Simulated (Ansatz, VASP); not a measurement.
**Two plane-wave programs on WC**

Contents of INCAR:

```
PREC = Accurate ; ENCUT = 600
EDIFF = 1E-6 ; ISMEAR = -1
SIGMA = 0.05 ; LREAL = F
LASPH = T ; NELM = 80
ALGO = Normal ; ISIF = 3
LWAVE = F ; LCHARG = F
GGA = PS ; IBRION = 2
NSW = 60 ; EDIFFG = -0.01
```

KPOINTS

```
regular mesh
0
Gamma
  10 10 10
```

Contents of POSCAR:

```
WC
1.0
    0.0000000000      2.1926840000      2.1926840000
    2.1926840000      0.0000000000      2.1926840000
    2.1926840000      2.1926840000      0.0000000000
W C
1 1
Direct
    0.0000000000      0.0000000000      0.0000000000
    0.5000000000      0.5000000000      0.5000000000
```

Contents of input.yaml:

```yaml
crystal:
  lattice:
    - [0.0, 2.192684, 2.192684]
    - [2.192684, 0.0, 2.192684]
    - [2.192684, 2.192684, 0.0]
  atoms:
    - { symbol: W, position: [0.0, 0.0, 0.0] }
    - { symbol: C, position: [0.5, 0.5, 0.5] }
hamiltonian:
  xc: pbesol
  pseudopotentials: { kind: paw }
kpoints:
  mp_grid: { grid: [10, 10, 10] }
scf:
  occupations: { method: fermi_dirac, width: 0.05 }
output:
  forces: true
  stress: true
  eigenvalues: true
relax:
  f_tol: 0.01
  max_steps: 40
  cell: { stress_tol: 0.05 }
```

Measurements of this composition are mostly on another form, of space group No. 187.

Alike in both runs: task relaxation of cell and atoms; functional PBEsol; k mesh 10 × 10 × 10; occupations fermi-dirac, width 0.05 eV; no spin polarisation.

|  | VASP | Ansatz |
| --- | --- | --- |
| version | VASP 6.6.1 | Ansatz 0.2.0 |
| potentials or method | VASP PAW PBE potentials, release 64 (W_sv, C) | Ansatz PAW |
| plane-wave cutoff (eV) | 600 | 420 |
| valence electrons in the cell | 18 | 18 |

|  | VASP | Ansatz | Ansatz less VASP |
| --- | --- | --- | --- |
| gap on the k mesh at the Fermi level, each at its own relaxed structure (eV) | none | none | - |
| relaxed volume (Å³/atom) | 10.28 | 10.25 | -0.028 |
| relaxed cell length with the largest relative difference (Å) | 3.075 | 3.072 | -0.0028 |
| energy change over the relaxation (meV/atom) | -8 | -9 | -1.7 |

A gap of «none» marks a metal or a gap that the smearing closes.

Caveats: the bands computed are all filled at some k points, so no gap is given (VASP); the PAW data sets were made with another functional, which shifts forces and pressure a little (VASP); the plane-wave basis is chosen anew once the cell has moved, so the energies of steps on either side of that aren't comparable (Ansatz); the pressure holds a Pulay correction of +0.3 GPa for the finite cutoff (Ansatz); the PAW data sets come from PBE, with cores solved anew for the run's functional, which leaves a small shift of forces and pressure (Ansatz). Spin-orbit coupling is left out, which matters for the levels of W.
